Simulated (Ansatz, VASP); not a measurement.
# Two plane-wave programs on Pt

```xyz
3
Lattice="2.7704 0.0000 0.0000 0.0000 2.7704 0.0000 0.0000 0.0000 17.9179" Properties=species:S:1:pos:R:3 pbc="T T T"
Pt    1.3852    1.3852    7.0000
Pt    0.0000    0.0000    8.8995
Pt    1.3852    1.3852   10.7978
```

Alike in both runs: functional PBEsol; k mesh 10 × 10 × 1; occupations gaussian, width 0.1 eV; no spin polarisation.

Ansatz relaxed the structure, and its values are those at the end. VASP's run is a single point on that final structure, the one shown.

|  | VASP | Ansatz |
| --- | --- | --- |
| version | VASP 6.6.1 | Ansatz 0.2.0 |
| potentials or method | VASP PAW PBE potentials, release 64 (Pt) | scalar-relativistic, plane waves, PAW |
| plane-wave cutoff (eV) | 520 | 420 |
| valence electrons in the cell | 30 | 54 |

```csv
,VASP,Ansatz,Ansatz less VASP
gap on the k mesh at the Fermi level (eV),none,none,-
rms of the force components (eV/Å),0.004,0.007,+0.0036
"work function, face that differs most (eV)",5.81,5.79,-0.017
```

A gap of «none» marks a metal or a gap that the smearing closes. The two sets of potentials don't hold the same shells in valence. Ansatz warned: «pseudo_functional_mismatch».

Caveats: the PAW data sets were made with another functional, which shifts forces and pressure a little (VASP). Spin-orbit coupling is left out, which matters for the levels of Pt.
